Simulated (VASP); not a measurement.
Crystal: ZnO (zincite).

```xyz
4
Lattice="3.2493 0.0000 0.0000 -1.6247 2.8140 0.0000 0.0000 0.0000 5.2057" Properties=species:S:1:pos:R:3 pbc="T T T"
Zn    0.0000    1.8760    2.6029
Zn    1.6247    0.9380    0.0000
O     1.6247    0.9380    1.9730
O     0.0000    1.8760    4.5759
```

```yaml
Program: VASP 6.6.1
Task: relaxation of cell and atoms
Functional: LDA
Potentials_or_basis: VASP PAW LDA potentials, release 64 (Zn, O)
Cutoff: 600 eV
k_mesh: 9 × 9 × 5
Occupations: gaussian, width 0.03 eV
Spin: no spin polarisation
```

At the start: pressure -6.3 GPa; volume 11.90 Å³/atom.

**Question.** How do energy, volume and symmetry change on relaxing?

**Answer.** Over 11 steps the energy falls by 10.4 meV/atom and the volume is 11.40 Å³/atom (-4.2 %); space group P6_3mc (No. 186, to 0.05 Å).

Step by step:
| step | energy change (eV) | largest force (eV/Å) | pressure (GPa) | volume (Å³) |
| --- | --- | --- | --- | --- |
| 1 | 0.0000 | 0.0554 | -6.25 | 47.60 |
| 2 | -0.0262 | 0.0408 | 4.43 | 44.47 |
| 3 | -0.0413 | 0.0024 | 0.05 | 45.61 |
| 4 | -0.0413 | 0.0043 | -0.06 | 45.65 |
| 5 | -0.0414 | 0.0188 | -0.27 | 45.66 |
| 6 | -0.0414 | 0.0185 | -0.15 | 45.66 |
| 7 | -0.0415 | 0.0183 | 0.08 | 45.59 |
| 8 | -0.0415 | 0.0185 | 0.09 | 45.58 |
| 9 | -0.0416 | 0.0020 | 0.14 | 45.58 |
| 10 | -0.0416 | 0.0030 | 0.05 | 45.59 |
| 11 | -0.0416 | 0.0038 | 0.01 | 45.62 |

Final structure:
```xyz
4
Lattice="3.1939 0.0000 0.0000 -1.5970 2.7660 0.0000 0.0000 0.0000 5.1636" Properties=species:S:1:pos:R:3 pbc="T T T"
Zn    0.0000    1.8440    2.5836
Zn    1.5970    0.9220    0.0018
O     1.5970    0.9220    1.9553
O     0.0000    1.8440    4.5371
```
